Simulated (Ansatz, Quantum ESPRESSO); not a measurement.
The electronic dielectric constant of KBr, sorted by core time

Symmetry: Fm-3m, No. 225, cubic system. The conventional cell has a = 6.600 Å, b = 6.600 Å, c = 6.600 Å, α = 90.00°, β = 90.00°, γ = 90.00°. Br (site symmetry m-3m) has 6 K at 3.30 Å as nearest neighbours. Around K (site symmetry m-3m) lie 6 Br at 3.30 Å.

```tsv
rung	level	program and potentials	cutoff (eV)	k mesh	task	spin	core time	chip	electronic dielectric constant	notes
LDA	LDA	Ansatz, Ansatz PAW	420	7 × 7 × 7	Born charges and dielectric tensor	off	3 s	AMD EPYC 9R45 Zen 5	2.63	potentials made for PBE, which Ansatz adapts in part
meta-GGA	r2SCAN	Ansatz, Ansatz PAW	500	7 × 7 × 7	Born charges and dielectric tensor	off	26 s	Arm Neoverse V1	2.45	potentials made for PBE, which Ansatz adapts in part
LDA	LDA	Ansatz, Ansatz PAW	420	5 × 5 × 5	phonons	off	45 s	AMD EPYC 9R45 Zen 5	2.63	potentials made for PBE, which Ansatz adapts in part
GGA	PBE	Ansatz, Ansatz PAW	420	5 × 5 × 5	phonons	off	48 s	AMD EPYC 9R45 Zen 5	2.55	-
LDA	LDA	Quantum ESPRESSO, PseudoDojo 0.4.1 SR LDA standard	980	4 × 4 × 4, shifted	phonon dispersion	off	8.7 min	Intel Xeon Platinum 8488C Sapphire Rapids	2.76	cell relaxed first (32.31 Å³/atom)
GGA	PBE	Quantum ESPRESSO, PseudoDojo 0.4.1 SR PBE standard	1007	4 × 4 × 4, shifted	phonon dispersion	off	11 min	Intel Xeon Platinum 8488C Sapphire Rapids	2.50	cell relaxed first (37.64 Å³/atom)
GGA	PBE	Quantum ESPRESSO, PseudoDojo 0.4 FR PBE standard	1007	6 × 6 × 6, shifted	dielectric tensor	SOC, no magnetisation	23 min	Arm Neoverse V1	2.56	-
```

Times are single runs on shared hosts and different chips, so they are rough; meshes, cutoffs and the tasks' sizes weigh on the time. The cell comes from a database and isn't always the measured one. Meshes differ between rows, which moves values too. All levels ran on this one cell, unrelaxed unless noted. Meshes are those of the run's cell of 2 atoms unless a note names another. Ansatz refines the mesh for the field response beyond the one shown. Misses use the values as printed. Runs on faulty files, with rough fits or with known faults for this quantity aren't shown.

Measured: 2.36 (a printed reference work).

Task: Which of the timed runs is the cheapest that comes within 8 % of the measured electronic dielectric constant?

Result: r2SCAN (Ansatz, Ansatz PAW): 2.45  in 26 s. One crystal doesn't make the level reliable, since errors can cancel. The runs are for a static lattice, while measurements hold temperature and zero-point motion.
